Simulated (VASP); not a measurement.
# EuS (Fm-3m) in VASP: further runs

The runs below take EuS through relaxation of cell and atoms, single point, with HSE03, PBE.

All numbers are computed with VASP 6.6.1; they aren't measurements. Logs are shortened: lines on timing, memory, paths and dates and some standing lists are left out, and cuts for length are marked.

**What was measured.**

“Crystal-field mediated electronic transitions of EuS up to 35 GPa”, 2022, pmc:8786971 reports, for a powder of EuS at 300 K: band gap 1.72 eV (optical).

How close the calculation comes is told below.

### 1 Starting point

Symmetry: Fm-3m, No. 225, cubic system. Conventional cell: a = 5.957 Å, b = 5.957 Å, c = 5.957 Å, α = 90.00°, β = 90.00°, γ = 90.00°. Around Eu (site symmetry m-3m) lie 6 S at 2.98 Å. S (site symmetry m-3m) is surrounded by 6 Eu at 2.98 Å.

### 2 Relaxation of cell and atoms, HSE03, collinear spin, ferromagnetic start

File POSCAR:

```
EuS
1.0
    0.0000000000      2.9785000000      2.9785000000
    2.9785000000      0.0000000000      2.9785000000
    2.9785000000      2.9785000000      0.0000000000
Eu S
1 1
Direct
    0.0000000000      0.0000000000      0.0000000000
    0.5000000000      0.5000000000      0.5000000000
```

File INCAR.step1:

```
PREC = Accurate
ENCUT = 600
EDIFF = 1E-5
ISMEAR = -1
SIGMA = 0.05
LREAL = F
LASPH = T
NELM = 120
ALGO = Normal
LWAVE = T
LCHARG = F
ISPIN = 2
MAGMOM = 7 0
LORBIT = 11
LMAXMIX = 6
GGA = PE
```

File INCAR.step2:

```
PREC = Accurate
ENCUT = 600
EDIFF = 1E-6
ISMEAR = -1
SIGMA = 0.05
LREAL = F
LASPH = T
NELM = 120
ALGO = Normal
ISIF = 3
LWAVE = F
LCHARG = F
ISPIN = 2
MAGMOM = 7 0
LORBIT = 11
LMAXMIX = 6
GGA = PE
LHFCALC = T
HFSCREEN = 0.3
PRECFOCK = Fast
IBRION = 2
NSW = 40
EDIFFG = -0.005
ISTART = 1
```

File KPOINTS:

```
regular mesh
0
Gamma
  4 4 4
```

Potentials or basis: VASP PAW PBE potentials, release 64 (Eu, S).

Run with:

```bash
$ cat potpaw_PBE.64/Eu/POTCAR potpaw_PBE.64/S/POTCAR > POTCAR
$ cp INCAR.step1 INCAR
$ mpirun -np 1 vasp_std > vasp.out
$ cp INCAR.step2 INCAR
$ mpirun -np 1 vasp_std > vasp.out
```

OUTCAR:

```text
PREC = Accurate
   ENCUT = 600
   EDIFF = 1E-6
   ISMEAR = -1
   LREAL = F
   LASPH = T
   NELM = 120
   ISIF = 3
   ISPIN = 2
   LORBIT = 11
   GGA = PE
   LHFCALC = T
   HFSCREEN = 0.3
   PRECFOCK = Fast
   IBRION = 2
   NSW = 40
   EDIFFG = -0.005
   ISTART = 1

 ion  position               nearest neighbor table
   1  0.000  0.000  0.000-   2 2.98   2 2.98   2 2.98   2 2.98   2 2.98   2 2.98
   2  0.500  0.500  0.500-   1 2.98   1 2.98   1 2.98   1 2.98   1 2.98   1 2.98

  LATTYP: Found a face centered cubic cell.
 ALAT       =     5.9570000000

  Lattice vectors:

 A1 = (   0.0000000000,   2.9785000000,   2.9785000000)
 A2 = (   2.9785000000,   0.0000000000,   2.9785000000)
 A3 = (   2.9785000000,   2.9785000000,   0.0000000000)

Analysis of symmetry for initial positions (statically):
=====================================================================
 Subroutine PRICEL returns:
 Original cell was already a primitive cell.

 Routine SETGRP: Setting up the symmetry group for a
 face centered cubic supercell.

 Subroutine GETGRP returns: Found 48 space group operations
 (whereof 48 operations were pure point group operations)
 out of a pool of 48 trial point group operations.

The static configuration has the point symmetry O_h .

Analysis of symmetry for dynamics (positions and initial velocities):
=====================================================================
 Subroutine PRICEL returns:
 Original cell was already a primitive cell.

 Routine SETGRP: Setting up the symmetry group for a
 face centered cubic supercell.

 Subroutine GETGRP returns: Found 48 space group operations
 (whereof 48 operations were pure point group operations)
 out of a pool of 48 trial point group operations.

The dynamic configuration has the point symmetry O_h .

Analysis of structural, dynamic, and magnetic symmetry:
=====================================================================
 Subroutine PRICEL returns:
 Original cell was already a primitive cell.

 Routine SETGRP: Setting up the symmetry group for a
 face centered cubic supercell.

 Subroutine GETGRP returns: Found 48 space group operations
 (whereof 48 operations were pure point group operations)
 out of a pool of 48 trial point group operations.

The overall configuration has the point symmetry O_h .

 Subroutine INISYM returns: Found 48 space group operations
 (whereof 48 operations are pure point group operations),
 and found     1 'primitive' translations

----------------------------------------------------------------------------------------

                                     Primitive cell

  volume of cell :      52.8473

  direct lattice vectors                    reciprocal lattice vectors
     0.000000000  2.978500000  2.978500000    -0.167869733  0.167869733  0.167869733
     2.978500000  0.000000000  2.978500000     0.167869733 -0.167869733  0.167869733
     2.978500000  2.978500000  0.000000000     0.167869733  0.167869733 -0.167869733

  length of vectors
     4.212235096  4.212235096  4.212235096     0.290758907  0.290758907  0.290758907

  position of ions in fractional coordinates (direct lattice)
     0.000000000  0.000000000  0.000000000
     0.500000000  0.500000000  0.500000000

  ion indices of the primitive-cell ions
   primitive index   ion index
                 1           1
                 2           2

----------------------------------------------------------------------------------------

 KPOINTS: regular mesh

Automatic generation of k-mesh.
 Grid dimensions read from file:
 generate k-points for:    4    4    4

 Generating k-lattice:

  Cartesian coordinates                     Fractional coordinates (reciprocal lattice)
    -0.041967433  0.041967433  0.041967433     0.250000000  0.000000000  0.000000000
     0.041967433 -0.041967433  0.041967433     0.000000000  0.250000000  0.000000000
     0.041967433  0.041967433 -0.041967433     0.000000000  0.000000000  0.250000000

  Length of vectors
     0.072689727  0.072689727  0.072689727

  Shift w.r.t. Gamma in fractional coordinates (k-lattice)
     0.000000000  0.000000000  0.000000000

 Subroutine IBZKPT returns following result:
 ===========================================

 Found      8 irreducible k-points:

 Following reciprocal coordinates:
            Coordinates               Weight
  0.000000  0.000000  0.000000      1.000000
  0.250000  0.000000  0.000000      8.000000
  0.500000  0.000000  0.000000      4.000000
  0.250000  0.250000  0.000000      6.000000
  0.500000  0.250000  0.000000     24.000000
 -0.250000  0.250000  0.000000     12.000000
  0.500000  0.500000  0.000000      3.000000
 -0.250000  0.500000  0.250000      6.000000
   k-points           NKPTS =      8   k-points in BZ     NKDIM =     64   number of bands    NBANDS=     19
   number of dos      NEDOS =    301   number of ions     NIONS =      2
   total plane-waves  NPLWV =  46656
   dimension x,y,z NGX =    36 NGY =   36 NGZ =   36
   dimension x,y,z NGXF=    72 NGYF=   72 NGZF=   72
   ions per type =               1   1
   NGX,Y,Z   is equivalent  to a cutoff of  14.21, 14.21, 14.21 a.u.
   NGXF,Y,Z  is equivalent  to a cutoff of  28.42, 28.42, 28.42 a.u.
 SYSTEM =  unknown system
   PREC   = accura    normal or accurate (medium, high low for compatibility)
   ISTART =      1    job   : 0-new  1-cont  2-samecut
   ICHARG =      0    charge: 1-file 2-atom 10-const
   ISPIN  =      2    spin polarized calculation?
   LNONCOLLINEAR =      F non collinear calculations
   LSORBIT =      F    spin-orbit coupling
   LASPH  =      T    aspherical Exc in radial PAW
   ENCUT  =  600.0 eV  44.10 Ry    6.64 a.u.   8.41  8.41  8.41*2*pi/ulx,y,z
   NELM   =    120;   NELMIN=  2; NELMDL=  0     # of ELM steps
   EDIFF  = 0.1E-05   stopping-criterion for ELM
   LREAL  =      F    real-space projection
   EDIFFG = -.5E-02   stopping-criterion for IOM
   NSW    =     40    number of steps for IOM
   IBRION =      2    ionic relax: 0-MD 1-quasi-New 2-CG
   NFREE  =      1    steps in history (QN), initial steepest desc. (CG)
   ISIF   =      3    stress and relaxation
   ISYM   =      3    0-nonsym 1-usesym 2-fastsym
   POTIM  = 0.5000    time-step for ionic-motion
   TEBEG  =    0.0;   TEEND  =   0.0 temperature during run
   PSTRESS=    0.0 pullay stress
   NELECT =      23.0000    total number of electrons
   NUPDOWN=      -1.0000    fix difference up-down
   EMIN   =  10.00;   EMAX   =-10.00  energy-range for DOS
   EFERMI =   0.00;   METHOD = LEGACY
   ISMEAR =    -1;   SIGMA  =   0.05  broadening in eV -4-tet -1-fermi 0-gaus
   EFERMI_NEDOS =   21; number of points for ismear=-14 and -15
   IALGO  =     38    algorithm
   IMIX   =      1    mixing-type and parameters
     AMIX     =   0.40;   BMIX     =  1.00
     AMIX_MAG =   1.60;   BMIX_MAG =  1.00
  volume/ion in A,a.u.               =      26.42       178.32
  Fermi-wavevector in a.u.,A,eV,Ry     =   1.240633  2.344456 20.941667  1.539169
  Thomas-Fermi vector in A             =   2.375065
   LORBIT       =     11    0 simple, 1 ext, 2 COOP (PROOUT), +10 PAW based schemes
   GGA     = PE    functional components
   LHFCALC =     T    Hartree Fock is set to
   PRECFOCK=fast      Normal, Fast or Accurate (Low or Medium for compatibility)
   ENCUT4O =  -1.0   cutoff for four orbital integrals eV
   NKREDX  =     1    reduce k-point grid by
   NKREDY  =     1    reduce k-point grid by
   NKREDZ  =     1    reduce k-point grid by
   AEXX    =    0.2500 exact exchange contribution
   HFSCREEN=    0.3000 screening length (either q_TF or 0.3 A-1)
   HFSCREENC=   0.3000 screening length for correlation (either q_TF or 0.3 A-1)
   ENCUTFOCK=  -1.0 apply spherical cutoff to Coloumb kernel
   IVDW    =     0    specifies the selected vdW correction
   LEPSILON=     F    determine dielectric tensor
   LRPA    =     F    only Hartree local field effects (RPA)
 conjugate gradient relaxation of ions
 spin polarized calculation
  energy-cutoff  :      600.00
  volume of cell :       52.85
 maximum number of plane-waves:      1807
 NGX is ok and might be reduce to    36
  NGX = 18; NGY = 18; NGZ = 18

--------------------------------------- Ionic step        1  -------------------------------------------

 number of electron      22.9999997 magnetization       7.0003236

 Free energy of the ion-electron system (eV)
  ---------------------------------------------------
  ext. energy  EPLUGINS =         0.00000000
  ---------------------------------------------------
  free energy    TOTEN  =       -31.06490992 eV

  energy without entropy =      -31.06390093  energy(sigma->0) =      -31.06440543

------------------------ aborting loop because EDIFF is reached ----------------------------------------

  FORCE on cell =-STRESS in cart. coord.  units (eV):
  Direction    XX          YY          ZZ          XY          YZ          ZX
  --------------------------------------------------------------------------------------
  -------------------------------------------------------------------------------------
  Total        0.0454954      0.0454954      0.0454954      0.0000000      0.0000000     -0.0000000
  in kB        1.3792904      1.3792904      1.3792904      0.0000000      0.0000000     -0.0000000
  external PRESSURE =       1.3792904 kB  Pullay stress =       0.0000000 kB
[... 129 lines left out ...]
  energy  without entropy=      -31.0642411292  energy(sigma->0) =      -31.06466946

--------------------------------------- Ionic step        5  -------------------------------------------

 number of electron      22.9999997 magnetization       6.9999997

 Free energy of the ion-electron system (eV)
  ---------------------------------------------------
  ext. energy  EPLUGINS =         0.00000000
  ---------------------------------------------------
  free energy    TOTEN  =       -31.06510411 eV

  energy without entropy =      -31.06427396  energy(sigma->0) =      -31.06468904

 E-fermi :   3.5843     XC(G=0):  -8.0610

 val. band max:        3.4194541565   @ k =   0.0000   0.0000   0.0000
 cond. band min:       3.7439388303   @ k =   0.5000   0.5000   0.0000
 fundamental gap:      0.3244846738
 Fermi energy:         3.5843065000

 spin component 1

 k-point     1 :       0.0000    0.0000    0.0000
  band No.  band energies     occupation
      1     -39.2236      1.00000
      2     -16.9128      1.00000
      3     -16.9128      1.00000
      4     -16.9128      1.00000
      5     -10.7593      1.00000
      6       0.8469      1.00000
[... 11 lines left out ...]
     18       5.8209      0.00000
     19       5.8209      0.00000
[... 136 lines left out ...]
      2     -17.1050      1.00000
      3     -17.1050      1.00000
      4     -17.0589      1.00000
      5     -10.1258      1.00000
      6      -0.4244      1.00000
[... 11 lines left out ...]
     18       8.4382      0.00000
     19       8.9345      0.00000
 Fermi energy:         3.5843065000

 spin component 2

 k-point     1 :       0.0000    0.0000    0.0000
  band No.  band energies     occupation
      1     -35.8575      1.00000
      2     -14.4061      1.00000
      3     -14.4061      1.00000
      4     -14.4061      1.00000
      5     -10.7877      1.00000
      6       1.1210      1.00000
[... 11 lines left out ...]
     18      13.3809      0.00000
     19      13.5299      0.00000
[... 181 lines left out ...]
  FREE ENERGIE OF THE ION-ELECTRON SYSTEM (eV)
  ---------------------------------------------------
  free  energy   TOTEN  =       -31.0651041121 eV

  energy  without entropy=      -31.0642739642  energy(sigma->0) =      -31.06468904

 reached required accuracy - stopping structural energy minimisation

 total charge

# of ion       s       p       d       f       tot
--------------------------------------------------
    1        2.032   5.817   0.222   6.815  14.886
    2        1.310   2.468   0.000   0.000   3.779
--------------------------------------------------
tot          3.342   8.286   0.222   6.815  18.664

 magnetization (x)

# of ion       s       p       d       f       tot
--------------------------------------------------
    1       -0.014  -0.108   0.041   6.792   6.711
    2       -0.006  -0.052   0.000   0.000  -0.059
--------------------------------------------------
tot         -0.020  -0.160   0.041   6.792   6.653
```

It took 37 min on 1 thread of Intel Xeon Platinum 8559C (Emerald Rapids), shared host; peak memory 0.35 GiB.

Results:

```
Free energy                                           : -31.0651 eV
Relaxed volume                                        : 26.55 Å³/atom
Relaxed cell                                          : a = 4.219 Å, b = 4.219 Å, c = 4.219 Å, α = 60.00°, β = 60.00°, γ = 60.00°
Space group after relaxing (to 0.05 Å)                : Fm-3m (No. 225)
Energy gained by relaxing                             : 0.1 meV/atom
Ionic steps                                           : 5
Pressure after relaxing                               : 0.0 GPa
Band gap on the k mesh                                : 0.32 eV, indirect (least direct gap 0.55 eV)
Net moment                                            : 7.00 μB per cell
Site moments                                          : Eu +6.71; S -0.06 μB
Valence electrons inside the program's atomic spheres : Eu 14.89; S 3.78
```

The path:
| step | energy change (eV) | largest force (eV/Å) | pressure (GPa) | volume (Å³) |
| --- | --- | --- | --- | --- |
| 1 | 0.0000 | 0.0000 | 0.14 | 52.85 |
| 2 | -0.0002 | 0.0000 | 0.04 | 53.02 |
| 3 | -0.0002 | 0.0000 | 0.08 | 53.03 |
| 4 | -0.0002 | 0.0000 | 0.08 | 53.06 |
| 5 | -0.0002 | 0.0000 | 0.00 | 53.11 |

Final structure:
```
CELL_PARAMETERS angstrom
0.00000 2.98338 2.98338
2.98338 0.00000 2.98338
2.98338 2.98338 0.00000
ATOMIC_POSITIONS crystal
Eu 0.00000 0.00000 0.00000
S 0.50000 0.50000 0.50000
```

Levels at points of the mesh, in eV from the valence-band top:
Spin up:
| k point | band 13 | band 14 | band 15 | band 16 | band 17 | band 18 |
| --- | --- | --- | --- | --- | --- | --- |
| (0.00, 0.00, 0.00) | 0.00 | 0.00 | 0.00 | 2.10 | 2.40 | 2.40 |
| (0.50, 0.00, 0.00) | -0.50 | -0.47 | -0.47 | 4.14 | 4.72 | 5.26 |
| (0.50, 0.50, 0.00) | -0.48 | -0.23 | -0.23 | 0.32 | 4.55 | 4.64 |
Spin down:
| k point | band 6 | band 7 | band 8 | band 9 | band 10 | band 11 |
| --- | --- | --- | --- | --- | --- | --- |
| (0.00, 0.00, 0.00) | -2.30 | -2.30 | -2.30 | 2.53 | 3.11 | 3.11 |
| (0.50, 0.00, 0.00) | -4.98 | -3.49 | -3.49 | 4.20 | 5.45 | 6.30 |
| (0.50, 0.50, 0.00) | -3.53 | -2.68 | -2.68 | 0.92 | 5.20 | 5.48 |

Caveat: the k mesh is coarse (spacing up to 0.46 Å⁻¹), so the values aren't converged, least of all with exact exchange; the PAW data sets were made with another functional, which shifts forces and pressure a little; spin-orbit coupling is left out, which moves the levels of the heavy elements; a cell with one magnetic atom can't hold antiferromagnetic order, which such compounds often take.

### 3 Single point, PBE, collinear spin, ferromagnetic start

File INCAR:

```
SYSTEM = EuS
  ALGO = Normal
  EDIFF = 1E-7
  ENCUT = 520
  GGA = PE
  ISIF = 2
  ISMEAR = 0
  ISPIN = 2
  LASPH = .TRUE.
  LCHARG = .FALSE.
  LMAXMIX = 6
  LORBIT = 11
  LREAL = .FALSE.
  LWAVE = .FALSE.
  MAGMOM = 7 0
  NELM = 120
  PREC = Accurate
  SIGMA = 0.012
```

File KPOINTS:

```
k-points
0
G
  8 8 8
  0 0 0
```

POSCAR is that of step 2.

Potentials or basis: VASP PAW PBE potentials, release 64 (Eu, S).

Run with:

```bash
$ cat potpaw_PBE.64/Eu/POTCAR potpaw_PBE.64/S/POTCAR > POTCAR
$ mpirun -np 1 vasp_std > vasp.out
```

OUTCAR:

```text
SYSTEM = EuS
   EDIFF = 1E-7
   ENCUT = 520
   GGA = PE
   ISIF = 2
   ISMEAR = 0
   ISPIN = 2
   LASPH = .TRUE.
   LORBIT = 11
   LREAL = .FALSE.
   NELM = 120
   PREC = Accurate

 ion  position               nearest neighbor table
   1  0.000  0.000  0.000-   2 2.98   2 2.98   2 2.98   2 2.98   2 2.98   2 2.98
   2  0.500  0.500  0.500-   1 2.98   1 2.98   1 2.98   1 2.98   1 2.98   1 2.98

  LATTYP: Found a face centered cubic cell.
 ALAT       =     5.9570000000

  Lattice vectors:

 A1 = (   0.0000000000,   2.9785000000,   2.9785000000)
 A2 = (   2.9785000000,   0.0000000000,   2.9785000000)
 A3 = (   2.9785000000,   2.9785000000,   0.0000000000)

Analysis of symmetry for initial positions (statically):
=====================================================================
 Subroutine PRICEL returns:
 Original cell was already a primitive cell.

 Routine SETGRP: Setting up the symmetry group for a
 face centered cubic supercell.

[... 729 lines left out ...]
      6       1.6702      1.00000
[... 517 lines left out ...]
     18       9.5384      0.00000
     19       9.8022      0.00000

 [... further k-points ...]

------------------------ aborting loop because EDIFF is reached ----------------------------------------

  FORCE on cell =-STRESS in cart. coord.  units (eV):
  Direction    XX          YY          ZZ          XY          YZ          ZX
  --------------------------------------------------------------------------------------
  -------------------------------------------------------------------------------------
  Total       -0.9140937     -0.9140937     -0.9140937     -0.0000000     -0.0000000      0.0000000
  in kB      -27.7126791    -27.7126791    -27.7126791     -0.0000000     -0.0000000      0.0000000
  external PRESSURE =     -27.7126791 kB  Pullay stress =       0.0000000 kB

 VOLUME and BASIS-vectors are now :
 -----------------------------------------------------------------------------
  energy-cutoff  :      520.00
  volume of cell :       52.85
      direct lattice vectors                 reciprocal lattice vectors
     0.000000000  2.978500000  2.978500000    -0.167869733  0.167869733  0.167869733
     2.978500000  0.000000000  2.978500000     0.167869733 -0.167869733  0.167869733
     2.978500000  2.978500000  0.000000000     0.167869733  0.167869733 -0.167869733

 POSITION                                       TOTAL-FORCE (eV/Angst)
 -----------------------------------------------------------------------------------
      0.00000      0.00000      0.00000        -0.000000      0.000000      0.000000
      2.97850      2.97850      2.97850         0.000000     -0.000000     -0.000000
 -----------------------------------------------------------------------------------
    total drift:                                0.000000     -0.000000     -0.000000

  FREE ENERGIE OF THE ION-ELECTRON SYSTEM (eV)
  ---------------------------------------------------
  free  energy   TOTEN  =       -19.8973409995 eV

  energy  without entropy=      -19.8972776697  energy(sigma->0) =      -19.89730933

 total charge

# of ion       s       p       d       f       tot
--------------------------------------------------
    1        2.027   5.757   0.304   6.658  14.747
    2        1.316   2.430   0.000   0.000   3.746
--------------------------------------------------
tot          3.343   8.188   0.304   6.658  18.493

 magnetization (x)

# of ion       s       p       d       f       tot
--------------------------------------------------
    1       -0.015  -0.114   0.093   6.628   6.592
    2       -0.007  -0.066   0.000   0.000  -0.073
--------------------------------------------------
tot         -0.022  -0.180   0.093   6.628   6.519
```

It took 77 s on 1 thread of Intel Xeon Platinum 8375C at 2.90GHz (Ice Lake), shared host; peak memory 0.23 GiB.

Results:

* Free energy: -19.8973 eV
* Pressure: -2.8 GPa
* Band gap on the k mesh: none (metal or under the smearing width)
* Net moment: 6.99 μB per cell
* Site moments: Eu +6.59; S -0.07 μB
* Valence electrons inside the program's atomic spheres: Eu 14.75; S 3.75

Caveat: spin-orbit coupling is left out, which moves the levels of the heavy elements; a cell with one magnetic atom can't hold antiferromagnetic order, which such compounds often take; without U or exact exchange the open f shell lies at the Fermi level, which spoils levels, moments and volumes.

(Part 1 of 2 ends here.)
